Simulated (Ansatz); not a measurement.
Tl (bcc): energy against volume

Method: DFT, RPBE, plane waves (420 eV) with PAW, scalar-relativistic in Ansatz. (PAW data from PBE, frozen cores regenerated.)

The cell is scaled uniformly from the relaxed one, with fractional coordinates and shape fixed. Energies are extrapolated to zero smearing, pressures are those at the given smearing. Magnetic state: spin not included.

A Birch-Murnaghan fit gives V₀ = 33.70 Å³/atom, B₀ = 19.6 GPa, B₀′ = 5.5.

(1) What are the energy above the minimum and the pressure at 31.117 Å³/atom?

(2) What are the energy above the minimum and the pressure at 36.529 Å³/atom?

(3) What are the energy above the minimum and the pressure at 37.882 Å³/atom?

Results:

(1) 14.4 meV/atom and 2.00 GPa as computed.

(2) 12.2 meV/atom and -1.23 GPa as computed.

(3) 24.7 meV/atom and -1.63 GPa as computed.
